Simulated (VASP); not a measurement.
# CdF2: structure and properties in VASP, part 2 of 6

What structure does CdF2 take at this level, and what are its properties? The cell is invented: it takes the structure of COD entry 9009027, PbF2 (space group 225 there), with some of its atoms replaced by other elements, volume scaled by an estimate. It may not be a known or stable phase.

VASP 6.6.1; PBEsol; plane waves and PAW (Cd, F); invented cell.

So far, gap on the k-mesh (eV): step 2 (rough relaxation of the start cell) 2.97. The relaxed cell has a = 5.394 Å (conventional setting).

## (3) Relaxing cell and atoms (PBEsol)

Properties are meant for the cell that this level of theory prefers, so cell and atoms are relaxed first (ISIF = 3) until forces and stress are small; EDIFFG sets the threshold.

INCAR reads:

```
SYSTEM = CdF2
PREC = Accurate
ENCUT = 520
EDIFF = 1E-06
NELM = 100
ISMEAR = -1
SIGMA = 0.05
LREAL = .FALSE.
ALGO = Normal
GGA = PS
NBANDS = 19
LORBIT = 11
LWAVE = .FALSE.
LCHARG = .FALSE.
IBRION = 2
NSW = 60
ISIF = 3
EDIFFG = -0.01
```

POSCAR reads:

```
CdF2
1.0
    0.0000000000      2.6970335764      2.6970335764
    2.6970335764      0.0000000000      2.6970335764
    2.6970335764      2.6970335764      0.0000000000
Cd F
1 2
Direct
    0.0000000000      0.0000000000      0.0000000000
    0.2500000000      0.2500000000      0.2500000000
    0.7500000000      0.7500000000      0.7500000000
```

KPOINTS reads:

```
Automatic mesh
0
Gamma
9 9 9
0 0 0
```

The projector-augmented-wave data sets are Cd and F (PBE family, release 64).

Started as:

```bash
> mpirun -np 1 vasp_std
```

The log of the run:

```text
[banner, memory and clock lines left out]
running    1 mpi-ranks, on    1 nodes
 distrk:  each k-point on    1 cores,    1 groups
 distr:  one band on    1 cores,    1 groups

 POSCAR found type information on POSCAR CdF
 POSCAR found :  2 types and       3 ions
 [... a notice as in an earlier step ...]

 LDA part: xc-table for (Slater+PW92), standard interpolation
 POSCAR, INCAR and KPOINTS ok, starting setup
 FFT: planning ... GRIDC
 FFT: planning ... GRID_SOFT
 FFT: planning ... GRID
 WAVECAR not read
 entering main loop
       N       E                     dE             d eps       ncg     rms          rms(c)
DAV:   1     0.200805423107E+03    0.20081E+03   -0.15578E+04  1346   0.139E+03
DAV:   2    -0.406735420943E+01   -0.20487E+03   -0.19719E+03  1447   0.357E+02
DAV:   3    -0.129852066377E+02   -0.89179E+01   -0.88912E+01  1465   0.821E+01
DAV:   4    -0.130273279144E+02   -0.42121E-01   -0.42118E-01  1429   0.576E+00
DAV:   5    -0.130274736614E+02   -0.14575E-03   -0.14575E-03  1471   0.314E-01    0.943E+00
DAV:   6    -0.115850652051E+02    0.14424E+01   -0.35220E+00  1687   0.372E+01    0.719E+00
DAV:   7    -0.116145107423E+02   -0.29446E-01   -0.75454E-01  1339   0.805E+00    0.424E+00
DAV:   8    -0.116035143051E+02    0.10996E-01   -0.15814E-01  1357   0.376E+00    0.729E-01
DAV:   9    -0.115929926789E+02    0.10522E-01   -0.37539E-02  1581   0.242E+00    0.100E-01
DAV:  10    -0.115935116104E+02   -0.51893E-03   -0.35898E-03  1378   0.609E-01    0.105E-01
DAV:  11    -0.115936152993E+02   -0.10369E-03   -0.13311E-04  1411   0.132E-01    0.475E-02
DAV:  12    -0.115936410996E+02   -0.25800E-04   -0.10228E-04  1354   0.873E-02    0.189E-02
DAV:  13    -0.115936447042E+02   -0.36046E-05   -0.10116E-05  1381   0.331E-02    0.666E-03
DAV:  14    -0.115936447543E+02   -0.50092E-07   -0.38980E-07  1149   0.784E-03
   1 F= -.11593645E+02 E0= -.11593645E+02  d E =-.115936E+02
 curvature:   0.00 expect dE= 0.000E+00 dE for cont linesearch  0.000E+00
 trial: gam= 0.00000 g(F)=  0.153E-46 g(S)=  0.743E-04 ort = 0.000E+00 (trialstep = 0.100E+01)
 search vector abs. value=  0.743E-04
 bond charge predicted
       N       E                     dE             d eps       ncg     rms          rms(c)
DAV:   1    -0.115946583619E+02   -0.10137E-02   -0.19362E-02  1378   0.160E+00    0.244E-01
DAV:   2    -0.115937344159E+02    0.92395E-03   -0.30762E-03  1375   0.513E-01    0.550E-02
DAV:   3    -0.115936694552E+02    0.64961E-04   -0.13783E-04  1383   0.228E-01    0.552E-02
DAV:   4    -0.115936594856E+02    0.99696E-05   -0.20661E-05  1390   0.566E-02    0.376E-02
DAV:   5    -0.115936558911E+02    0.35945E-05   -0.51391E-06  1333   0.256E-02    0.468E-03
DAV:   6    -0.115936556633E+02    0.22785E-06   -0.83430E-07   674   0.192E-02
   2 F= -.11593656E+02 E0= -.11593656E+02  d E =-.109090E-04
 trial-energy change:   -0.000011  1 .order   -0.000016   -0.000074    0.000042
 step:   0.5721(harm=  0.6410)  dis= 0.00000  next Energy=   -11.593665 (dE=-0.202E-04)
 reached required accuracy - stopping structural energy minimisation
```

It took 36 s on 1 MPI rank of AMD EPYC 7R43, shared host; peak memory 0.13 GiB.

OUTCAR, selected parts (step 3):

```text
  LATTYP: Found a face centered cubic cell.
 ALAT       =     5.3940671528

The static configuration has the point symmetry O_h .

 Found     35 irreducible k-points:

   k-points           NKPTS =     35   k-points in BZ     NKDIM =     35   number of bands    NBANDS=     19

   dimension x,y,z NGX =    28 NGY =   28 NGZ =   28
   dimension x,y,z NGXF=    56 NGYF=   56 NGZF=   56

   ENCUT  =  520.0 eV  38.22 Ry    6.18 a.u.   7.09  7.09  7.09*2*pi/ulx,y,z

   NELECT =      26.0000    total number of electrons

 E-fermi :  -0.4269

 k-point     1 :       0.0000    0.0000    0.0000
  band No.  band energies     occupation
    ...
      9      -2.4627      2.00000
     10      -2.4627      2.00000
     11      -1.9800      2.00000
     12      -1.9800      2.00000
     13      -1.9800      2.00000
     14       1.4022      0.00000
     15      10.9929      0.00000
     16      10.9929      0.00000
     17      10.9929      0.00000
     18      15.8574      0.00000
    ...

 k-point     2 :       0.1111    0.0000    0.0000
  band No.  band energies     occupation
    ...
      9      -2.5470      2.00000
     10      -2.5470      2.00000
     11      -2.0574      2.00000
     12      -1.9712      2.00000
     13      -1.9712      2.00000
     14       1.8798      0.00000
     15      10.4039      0.00000
     16      11.1755      0.00000
     17      11.1755      0.00000
     18      16.6983      0.00000
    ...

  Total       -0.0219803     -0.0219803     -0.0219803      0.0000000      0.0000000      0.0000000
  in kB       -0.8958470     -0.8958470     -0.8958470      0.0000000      0.0000000      0.0000000
  external PRESSURE =      -0.8958470 kB  Pullay stress =       0.0000000 kB

  energy-cutoff  :      520.00
  volume of cell :       39.31
      direct lattice vectors                 reciprocal lattice vectors
     0.000000000  2.698735926  2.698735926    -0.185271925  0.185271925  0.185271925
     2.698735926  0.000000000  2.698735926     0.185271925 -0.185271925  0.185271925
     2.698735926  2.698735926 -0.000000000     0.185271925  0.185271925 -0.185271925

 POSITION                                       TOTAL-FORCE (eV/Angst)
 -----------------------------------------------------------------------------------
      2.69874      5.39747      2.69874         0.000000     -0.000000     -0.000000
      1.34937      1.34937      1.34937         0.000000      0.000000      0.000000
      4.04810      4.04810      4.04810        -0.000000     -0.000000     -0.000000
 -----------------------------------------------------------------------------------
    total drift:                                0.000000      0.000000      0.000000

  FREE ENERGIE OF THE ION-ELECTRON SYSTEM (eV)
  ---------------------------------------------------
  free  energy   TOTEN  =       -11.5936556633 eV

  energy  without entropy=      -11.5936556632  energy(sigma->0) =      -11.59365566

 total charge
# of ion       s       p       d       tot
------------------------------------------
    1        0.235   0.199   9.684  10.118
    2        1.737   4.322   0.000   6.059
    3        1.737   4.322   0.000   6.059
--------------------------------------------------
tot          3.710   8.843   9.684  22.236

[... 2 parts as in an earlier step ...]

[... 7 further parts left out ...]
```

CONTCAR:

```
CdF2
   1.00000000000000
     0.0000000000000000    2.6987359264122763    2.6987359264122763
     2.6987359264122763    0.0000000000000000    2.6987359264122763
     2.6987359264122763    2.6987359264122763   -0.0000000000000000
  Cd              F
     1     2
Direct
     1.0000000000000000    0.0000000000000000    1.0000000000000000
     0.2500000000000000    0.2500000000000000    0.2500000000000000
     0.7500000000000000    0.7500000000000000    0.7500000000000000
```

Little changed from the start: no atom moved by 0.005 Å and no cell edge by 0.1 %.

This step gave:

```yaml
irreducible_k_points: 35
free_energy_toten: -11.59 eV
fermi_energy: -0.4269 eV
pressure: -0.08958 GPa
valence_top_at_k: -0.3333, 0.4444, 0.2222
scf_cycles_over_all_ionic_steps: 20
gap_on_the_k_mesh: 2.914 eV
least_direct_gap_on_the_k_mesh: 3.382 eV
```

It ends with forces that vanish by symmetry and a pressure of -0.09 GPa.

## (4) Single point with fields (PBEsol)

The relaxed cell gets a fresh self-consistent run, on a basis set for its own volume, to fix the density and to check the remaining stress.

INCAR, as its differences from that of step 3:

```diff
@@ -13,6 +13,5 @@
 LWAVE = .FALSE.
-LCHARG = .FALSE.
-IBRION = 2
-NSW = 60
-ISIF = 3
-EDIFFG = -0.01
+LCHARG = .TRUE.
+ISIF = 2
+LELF = .TRUE.
+LVHAR = .TRUE.
```

POSCAR reads:

```
CdF2
1.0
    0.0000000000      2.6987359264      2.6987359264
    2.6987359264      0.0000000000      2.6987359264
    2.6987359264      2.6987359264      0.0000000000
Cd F
1 2
Direct
    0.0000000000      0.0000000000      0.0000000000
    0.2500000000      0.2500000000      0.2500000000
    0.7500000000      0.7500000000      0.7500000000
```

KPOINTS is that of step 3.

Started as:

```bash
> mpirun -np 1 vasp_std
```

The log of the run:

```text
[... set-up lines as in an earlier step ...]
 entering main loop
       N       E                     dE             d eps       ncg     rms          rms(c)
DAV:   1     0.197862940966E+03    0.19786E+03   -0.15714E+04  1386   0.139E+03
DAV:   2    -0.414356733130E+01   -0.20201E+03   -0.19401E+03  1444   0.356E+02
DAV:   3    -0.129892181355E+02   -0.88457E+01   -0.88205E+01  1473   0.808E+01
DAV:   4    -0.130298875445E+02   -0.40669E-01   -0.40666E-01  1429   0.561E+00
DAV:   5    -0.130300301938E+02   -0.14265E-03   -0.14265E-03  1477   0.305E-01    0.940E+00
DAV:   6    -0.115856906374E+02    0.14443E+01   -0.35302E+00  1703   0.372E+01    0.717E+00
DAV:   7    -0.116146674295E+02   -0.28977E-01   -0.75242E-01  1348   0.805E+00    0.423E+00
DAV:   8    -0.116035232181E+02    0.11144E-01   -0.15756E-01  1351   0.375E+00    0.727E-01
DAV:   9    -0.115931017423E+02    0.10421E-01   -0.37182E-02  1590   0.240E+00    0.101E-01
DAV:  10    -0.115936173432E+02   -0.51560E-03   -0.35790E-03  1378   0.609E-01    0.105E-01
DAV:  11    -0.115937212168E+02   -0.10387E-03   -0.13413E-04  1402   0.133E-01    0.478E-02
DAV:  12    -0.115937468654E+02   -0.25649E-04   -0.10395E-04  1351   0.881E-02    0.187E-02
DAV:  13    -0.115937504963E+02   -0.36309E-05   -0.10276E-05  1378   0.331E-02    0.659E-03
DAV:  14    -0.115937505395E+02   -0.43206E-07   -0.37945E-07  1152   0.756E-03
   1 F= -.11593751E+02 E0= -.11593751E+02  d E =-.853119E-10
```

Wall time 26 s (1 MPI rank); peak memory 0.13 GiB.

Parts of OUTCAR (step 4):

```text
  LATTYP: Found a face centered cubic cell.
 ALAT       =     5.3974718528

The static configuration has the point symmetry O_h .

 Found     35 irreducible k-points:

   ENCUT  =  520.0 eV  38.22 Ry    6.18 a.u.   7.10  7.10  7.10*2*pi/ulx,y,z

   NELECT =      26.0000    total number of electrons

 E-fermi :  -0.4267

 k-point     1 :       0.0000    0.0000    0.0000
  band No.  band energies     occupation
    ...
      9      -2.4628      2.00000
     10      -2.4628      2.00000
     11      -1.9802      2.00000
     12      -1.9802      2.00000
     13      -1.9802      2.00000
     14       1.4023      0.00000
     15      10.9929      0.00000
     16      10.9929      0.00000
     17      10.9929      0.00000
     18      15.8576      0.00000
    ...

 k-point     2 :       0.1111    0.0000    0.0000
  band No.  band energies     occupation
    ...
      9      -2.5472      2.00000
     10      -2.5472      2.00000
     11      -2.0575      2.00000
     12      -1.9714      2.00000
     13      -1.9714      2.00000
     14       1.8798      0.00000
     15      10.4040      0.00000
     16      11.1755      0.00000
     17      11.1755      0.00000
     18      16.6985      0.00000
    ...

  Total       -0.0122543     -0.0122543     -0.0122543      0.0000000      0.0000000      0.0000000
  in kB       -0.4994463     -0.4994463     -0.4994463      0.0000000      0.0000000      0.0000000
  external PRESSURE =      -0.4994463 kB  Pullay stress =       0.0000000 kB

  energy-cutoff  :      520.00
  volume of cell :       39.31
      direct lattice vectors                 reciprocal lattice vectors
     0.000000000  2.698735926  2.698735926    -0.185271925  0.185271925  0.185271925
     2.698735926  0.000000000  2.698735926     0.185271925 -0.185271925  0.185271925
     2.698735926  2.698735926  0.000000000     0.185271925  0.185271925 -0.185271925

 POSITION                                       TOTAL-FORCE (eV/Angst)
 -----------------------------------------------------------------------------------
      0.00000      0.00000      0.00000         0.000000     -0.000000      0.000000
      1.34937      1.34937      1.34937         0.000000      0.000000      0.000000
      4.04810      4.04810      4.04810        -0.000000     -0.000000     -0.000000
 -----------------------------------------------------------------------------------
    total drift:                                0.000000      0.000000      0.000000

  FREE ENERGIE OF THE ION-ELECTRON SYSTEM (eV)
  ---------------------------------------------------
  free  energy   TOTEN  =       -11.5937505395 eV

  energy  without entropy=      -11.5937505394  energy(sigma->0) =      -11.59375054

[... 5 parts as in an earlier step ...]

[... 6 further parts left out ...]
```

Numbers from this step:

| Quantity | Value |
| --- | --- |
| SCF cycles | 14 |
| Fermi energy | -0.4267 eV |
| pressure | -0.04994 GPa |
| gap on the k-mesh | 2.915 eV |
| least direct gap on the k-mesh | 3.383 eV |

Valence electrons inside each PAW sphere by angular momentum. Sphere charges, by row:

| atom | s (e) | p (e) | d (e) | tot (e) |
| --- | --- | --- | --- | --- |
| Cd1 | 0.235 | 0.199 | 9.684 | 10.12 |
| F2 | 1.737 | 4.322 | 0 | 6.059 |
| F3 | 1.737 | 4.322 | 0 | 6.059 |

ELF in the ac plane of a cell with a along [110], b along [-110] and c along [001] of the cube at fractional y = 0.000, with atoms of Cd and F within 0.2 Å of it. It is the smooth field of the valence electrons, not physical close to the nuclei.

Ten even steps from '0' (0.00) to '9' (0.79), each cell a mean:
```
012123212100211221110
121389731212215985222
212799972121149999412
003897983000169889610
003799972000159999510
001367631000025664200
000011000000000110000
000123210000001332000
001589851000037997300
003899983000169999510
113897982011169889511
221599951222138998212
012256512101213663121
002111012000121110210
```
Columns run along a (7.6 Å), rows up along c (5.4 Å), edges of the conventional cell, whose origin can differ from the input's. Atoms in or near the plane, at fractional coordinates: Cd at (0.00, 0.00), Cd at (0.50, 0.00), F at (0.25, 0.25), F at (0.75, 0.25), F at (0.25, 0.75), F at (0.75, 0.75).

Electrostatic potential energy in the ac plane of a cell with a along [110], b along [-110] and c along [001] of the cube at fractional y = 0.000, with atoms of Cd and F within 0.2 Å of it. With pseudopotentials it is smooth inside the atoms' cores, unlike the true potential.

Ten even steps from '_' (-53 eV) to '@' (6 eV), each cell a mean:
```
######%%@@@@@@%%##########%%@@@@@@@@%%####
####%%@@%%##%%@@%%########%%@@%%%%@@%%####
%%%%@@%%--__--%%@@%%%%%%%%@@**....##@@%%%%
@@@@@@%%..__::%%@@@@@@@@@@@@++____++@@@@@@
@@@@@@@@**--**@@@@@@@@@@@@@@%%====%%@@@@@@
@@@@@@@@@@@@@@@@@@@@@@@@@@@@@@@@@@@@@@@@@@
@@@@@@@@@@@@@@@@@@@@@@@@@@@@@@@@@@@@@@@@@@
@@@@@@@@@@@@@@@@@@@@@@@@@@@@@@@@@@@@@@@@@@
@@@@@@@@%%##%%@@@@@@@@@@@@@@@@%%%%@@@@@@@@
@@@@@@@@--__==@@@@@@@@@@@@@@**....##@@@@@@
@@@@@@%%..__::%%@@@@@@@@@@@@++____++@@@@@@
##%%%%@@**--**@@%%######%%@@%%====%%@@%%##
######@@@@@@@@@@##########%%@@@@@@@@%%####
######%%@@@@@@%%##########%%@@@@@@@@%%####
```
Columns run along a (7.6 Å; values clipped at the 3rd and 97th percentile), rows up along c (5.4 Å), edges of the conventional cell, whose origin can differ from the input's. Atoms in or near the plane, at fractional coordinates: Cd at (0.00, 0.00), Cd at (0.50, 0.00), F at (0.25, 0.25), F at (0.75, 0.25), F at (0.25, 0.75), F at (0.75, 0.75).

Valence density in the ac plane of a cell with a along [110], b along [-110] and c along [001] of the cube at fractional y = 0.000, with atoms of Cd and F within 0.2 Å of it. It is the smooth field of the valence electrons, not physical close to the nuclei.

Ten even steps from '_' (0 e/Å³) to '@' (12 e/Å³), each cell a mean:
```
++--______________--++==..____________..==
::..______..______..::..______....______..
________--**--______________..++++..______
________++@@++______________::%%%%::______
________::--..______________..----________
__________________________________________
__________________________________________
__________________________________________
__________..__________________....________
________--**--______________..++++..______
________++@@++______________::%%%%::______
________::--..______________..----..______
--::______________::--::..____________..--
##--..__________..==##++::____________::++
```
Columns run along a (7.6 Å), rows up along c (5.4 Å), edges of the conventional cell, whose origin can differ from the input's. Atoms in or near the plane, at fractional coordinates: Cd at (0.00, 0.00), Cd at (0.50, 0.00), F at (0.25, 0.25), F at (0.75, 0.25), F at (0.25, 0.75), F at (0.75, 0.75).

In this run the pressure is -0.05 GPa, small enough to go on.

[end of part 2 of 6]

[Lines on the potential files, build, host, timing and source positions are cut from VASP's logs without a mark.]

[Logs are printed without paths, hosts, clocks, repeated set-up lines and the standing remarks that a program may print on its own settings, such as how far it seeks lower states.]

[Hosts, paths, dates, database ids (printed as entryN), source tags and the programs' standing remarks are cut or masked in the printed files.]

[A measured line is paired with the nearest computed mode of its activity, which favours agreement.]
